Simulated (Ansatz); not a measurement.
input.yaml

```yaml
crystal:
  lattice:
    - [3.9740030242, 0.0, 0.0]
    - [-1.9870015121, 3.4415875737, 0.0]
    - [0.0, 0.0, 4.90425882]
  atoms:
    - { symbol: Al, position: [0.33333333, 0.66666667, 0.18987406] }
    - { symbol: Al, position: [0.66666667, 0.33333333, 0.81012594] }
    - { symbol: Ni, position: [0.33333333, 0.66666667, 0.68511004] }
    - { symbol: Ni, position: [0.66666667, 0.33333333, 0.31488996] }
    - { symbol: Ni, position: [0.0, 0.0, 0.5] }
    - { symbol: Ni, position: [0.0, 0.0, 0.0] }
basis:
  ecutwfc: 500
kpoints:
  mp_grid: { grid: [12, 12, 8] }
hamiltonian:
  xc: r2scan
scf:
  occupations: { method: gaussian, width: 0.1 }
output:
  forces: true
  stress: true
  eigenvalues: true
  populations: true
```

Run as
```bash
ansatz run input.yaml --threads 1 --pin off --max-ram 2560MiB --backend cpu --events-out ev --progress --plain --runs-dir out
```

Level of theory: DFT r2SCAN, scalar-relativistic, plane waves, PAW in Ansatz 0.2.0.

From the run's log, abridged (iterations and final results):

```
SCF iter   1: F=—  HF=-24464.687386 eV  |F-HF|=—  |Δ(HF+E_count)|=         —  Δρ=2.73e-2  dr2=3.93e-1  dr2_τ=1.94e-1  ethr=1.77e-3  ⟨swp⟩=6.0  Hψ=24043  notcnv=0  defer=31
SCF iter   2: F=—  HF=-24464.948276 eV  |F-HF|=—  |Δ(HF+E_count)|=   2.61e-1  Δρ=3.59e-2  dr2=6.40e-1  dr2_τ=4.74e-3  ethr=5.04e-4  ⟨swp⟩=3.0  Hψ=12878  notcnv=0  defer=307
SCF iter   3: F=—  HF=-24464.922945 eV  |F-HF|=—  |Δ(HF+E_count)|=   2.53e-2  Δρ=2.40e-2  dr2=3.15e-1  dr2_τ=1.47e-3  ethr=5.04e-4  ⟨swp⟩=3.0  Hψ=9121  notcnv=0  defer=307
SCF iter   4: F=—  HF=-24464.905992 eV  |F-HF|=—  |Δ(HF+E_count)|=   1.70e-2  Δρ=1.06e-2  dr2=6.59e-2  dr2_τ=3.15e-4  ethr=4.04e-4  ⟨swp⟩=2.0  Hψ=7879  notcnv=0  defer=307
SCF iter   5: F=—  HF=-24464.899490 eV  |F-HF|=—  |Δ(HF+E_count)|=   6.50e-3  Δρ=3.80e-3  dr2=7.55e-3  dr2_τ=4.90e-5  ethr=8.44e-5  ⟨swp⟩=1.9  Hψ=6495  notcnv=0  defer=307
SCF iter   6: F=—  HF=-24464.898977 eV  |F-HF|=—  |Δ(HF+E_count)|=   5.13e-4  Δρ=2.20e-3  dr2=1.77e-3  dr2_τ=1.67e-5  ethr=9.67e-6  ⟨swp⟩=1.7  Hψ=6757  notcnv=0  defer=307
SCF iter   7: F=—  HF=-24464.899860 eV  |F-HF|=—  |Δ(HF+E_count)|=   8.83e-4  Δρ=3.51e-3  dr2=6.32e-3  dr2_τ=2.22e-5  ethr=2.26e-6  ⟨swp⟩=2.0  Hψ=10936  notcnv=0  defer=307  recentre
SCF iter   8: F=—  HF=-24464.899362 eV  |F-HF|=—  |Δ(HF+E_count)|=   4.98e-4  Δρ=6.07e-4  dr2=1.64e-4  dr2_τ=2.12e-6  ethr=2.26e-6  ⟨swp⟩=2.0  Hψ=8487  notcnv=0  defer=307
SCF iter   9: F=—  HF=-24464.899387 eV  |F-HF|=—  |Δ(HF+E_count)|=   2.49e-5  Δρ=1.85e-4  dr2=1.84e-5  dr2_τ=2.14e-7  ethr=2.11e-7  ⟨swp⟩=2.0  Hψ=9210  notcnv=0  defer=307
SCF iter  10: F=—  HF=-24464.899390 eV  |F-HF|=—  |Δ(HF+E_count)|=   2.96e-6  Δρ=5.18e-5  dr2=1.55e-6  dr2_τ=7.96e-9  ethr=2.36e-8  ⟨swp⟩=2.1  Hψ=10007  notcnv=0  defer=307
SCF iter  11: F=—  HF=-24464.899390 eV  |F-HF|=—  |Δ(HF+E_count)|=   5.99e-8  Δρ=1.64e-5  dr2=1.54e-7  dr2_τ=7.10e-10  ethr=1.99e-9  ⟨swp⟩=1.7  Hψ=6371  notcnv=0  defer=307
SCF iter  12: F=-24464.899390 eV  HF=-24464.899390 eV  |F-HF|=6.36e-9  |Δ(HF+E_count)|=   7.36e-9  Δρ=3.78e-6  dr2=5.79e-9  dr2_τ=1.02e-10  ethr=1.28e-10  ⟨swp⟩=10.4  Hψ=32614  notcnv=0
SCF 1 converged in 12 iterations: F = -24464.899390 eV  dr2 = 5.79e-9
SCF converged after 12 iterations
Free energy (F): -24464.899390 eV
Harris-Foulkes:  -24464.899390 eV  (|F-HF|=6.36e-9)
Internal energy: -24464.885649 eV  (E = F + TS)
E sigma→0 (E₀):  -24464.892520 eV
Entropy (-TS):   -0.013741 eV (-2.290 meV/atom)
Fermi energy:    15.597389 eV
--- Per-component energies (eV) ---
  E_band       = -1341.548394
  E_kinetic    = 1191.882675
  E_local      = -16612.051471  (includes V_loc(G=0)·N_el)
  E_nonlocal   = 2589.654713
  E_hartree    = 7129.623933
  E_xc         = -392.918513
  E_vxc        = -537.826692  (∫ρ·V_xc dr)
  E_paw        = -7534.656894  (= ΣΔE_a)
  E_vpaw       = -2270.938154  (= ΣTr[D̂ρ^β])
  E_aug_tail   = 0.000928  (compensation charges beyond the density's cutoff)
  E_vtau       = 38.490772  (kinetic-family band-sum trace: ∫τ·v_τ [+ j·A + Jᵃ·Aᵃ] dr)
  E_ewald      = -10835.100529
  E_core_change = -1.320490  (= ΣΔE_core)
  E_smearing   = -0.013741  (= −TS)
--- Forces (eV/Å), atoms counted from 1 ---
  atom   1  Al     0.00000000     0.00000000    -0.00486193
  atom   2  Al     0.00000000     0.00000000     0.00486193
  atom   3  Ni     0.00000000     0.00000000     0.00962514
  atom   4  Ni     0.00000000     0.00000000    -0.00962514
  atom   5  Ni     0.00000000     0.00000000     0.00000000
  atom   6  Ni     0.00000000     0.00000000     0.00000000
--- Stress (GPa, compression-positive) ---
        0.674459       0.000000       0.000000
        0.000000       0.674459       0.000000
        0.000000       0.000000       0.614298
  P = ⅓ Tr σ = 0.6544 GPa (6.544 kbar)
--- Band table (eV; the first three rows and the last of 131) ---
  k-point 0: bands = ["-91.2510", "-91.1615", "-91.1592", "-90.8771", "-50.1989", "-50.1989", "-50.1649", "-50.1331", "-50.1211", "-50.0855", "-50.0855", "-50.0850", "-50.0850", "-49.8040", "-49.7898", "-49.7898", "4.4102", "10.0578", "10.1740", "11.5535", "11.5535", "12.1009", "12.1009", "12.3554", "12.5553", "12.5553", "12.8160", "12.8160", "13.9269", "13.9269", "14.0985", "14.1734", "14.1734", "14.1828", "14.8671", "14.8671", "15.0645", "15.0645", "16.3210", "18.8142", "18.8142", "19.5698", "19.5698", "20.9400", "22.7446", "22.8104", "22.8104"]
  k-point 1: bands = ["-91.2510", "-91.1615", "-91.1592", "-90.8771", "-50.1989", "-50.1989", "-50.1632", "-50.1326", "-50.1213", "-50.0859", "-50.0859", "-50.0846", "-50.0846", "-49.8060", "-49.7898", "-49.7898", "4.5133", "9.0985", "10.9071", "11.5619", "11.5619", "12.0395", "12.0395", "12.4397", "12.6049", "12.6049", "12.8229", "12.8229", "13.9100", "13.9100", "14.0233", "14.2194", "14.2194", "14.3179", "14.8612", "14.8612", "15.0420", "15.0420", "16.5598", "18.9064", "18.9064", "19.6114", "19.6114", "20.9421", "22.4775", "22.4775", "22.5022"]
  k-point 2: bands = ["-91.2510", "-91.1616", "-91.1592", "-90.8772", "-50.1988", "-50.1988", "-50.1591", "-50.1313", "-50.1218", "-50.0865", "-50.0865", "-50.0841", "-50.0841", "-49.8112", "-49.7898", "-49.7898", "4.8172", "8.0351", "11.3797", "11.5805", "11.5805", "11.9361", "11.9361", "12.6475", "12.6475", "12.6709", "12.8680", "12.8680", "13.9015", "13.9015", "13.9687", "14.3102", "14.3102", "14.3510", "14.8472", "14.8472", "14.9810", "14.9810", "17.3962", "19.1648", "19.1648", "19.7330", "19.7330", "20.9541", "21.8318", "21.8318", "22.1714"]
  k-point 130: bands = ["-91.2508", "-91.1601", "-91.1601", "-90.8779", "-50.2006", "-50.2006", "-50.1520", "-50.1298", "-50.1298", "-50.0862", "-50.0862", "-50.0831", "-50.0817", "-49.8135", "-49.7902", "-49.7902", "9.1446", "9.1446", "10.0017", "10.0017", "10.1082", "10.9318", "12.6232", "12.6232", "12.7627", "13.0003", "13.0003", "13.1207", "13.3263", "13.3263", "13.7424", "13.9380", "13.9597", "13.9597", "14.6826", "14.6826", "14.8637", "15.0716", "15.0716", "15.3110", "15.6804", "15.6804", "23.9880", "24.2040", "24.2040", "24.3335", "24.3335"]
--- Löwdin populations: 6 sites ---
  site symbol q [e]
     0     Al      3.5127
     1     Al      3.5127
     2     Ni     17.5843
     3     Ni     17.5843
     4     Ni     17.5705
     5     Ni     17.5356
  spilling = 0.008973 (of n_electrons = 78.000000)
```

Self-consistency was reached.

The run took 2.3 min on 1 thread of Intel(R) Xeon(R) Processor @ 2.50GHz (Skylake/Cascade Lake), on a shared host, peak memory 0.75 GiB.